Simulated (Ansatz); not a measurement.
Relaxed CaF2 (fluorite):

```
CELL_PARAMETERS angstrom
      0.00000     5.51096     5.51096
      2.75548     2.75548     5.51096
      2.75548     2.75548     0.00000
ATOMIC_POSITIONS crystal
  Ca 0.00000 0.00000 0.00000
  Ca 0.50000 0.00000 0.00000
  F  0.00000 0.25000 0.25000
  F  0.50000 0.25000 0.25000
  F  0.00000 0.75000 0.75000
  F  0.50000 0.75000 0.75000
```

The atoms are displaced by Q × the pattern below (from a DFPT mode at X = (0.5, 0.5, 0.0), largest move 1; Q in Å), at fixed cell. It is one choice among 2 degenerate patterns. (q is in reciprocal vectors of the primitive cell; the cell shown is doubled to hold the pattern.)

```csv
atom,x,y,z
Ca1,0.146,0.000,0.000
Ca2,-0.146,0.000,0.000
F3,0.000,-1.000,0.000
F4,0.000,1.000,0.000
F5,0.000,-1.000,0.000
F6,0.000,1.000,0.000
```

Calculation: PBE (plane waves to 420 eV, PAW, scalar-relativistic; Ansatz, a quantum-chemistry and plane-wave program). k mesh 10×10×10 (Γ-centred), Fermi-Dirac smearing 0.05 eV. The energy includes the smearing's −TS. CaF2 was relaxed with its symmetry unable to fall. The zero of ΔE is the undisplaced structure.

```csv
Q (Å),ΔE (meV/cell)
-0.180,492
-0.150,334
-0.120,210
-0.090,withheld
-0.060,51
-0.030,13
0.000,0
0.030,13
0.060,51
0.090,withheld
0.120,210
0.150,334
0.180,492
```

### Question
Fit an even polynomial form (powers 2, 4) to the given rows and predict ΔE at Q = -0.090.

### Answer
Least squares on the 11 given rows: ΔE = (14090)·Q² + (33850)·Q⁴, in meV/cell with Q in Å; root-mean-square residual 0.2 meV/cell. At -0.090 the fit gives 116 meV/cell; the calculation gives 117 meV/cell, so the interpolation is off by -1 (-0.9 %). The quadratic term alone would give 114 meV/cell.

(For displaced atoms, the force is minus the slope of the energy, and its curvature is a force constant, which sets phonon frequencies.)
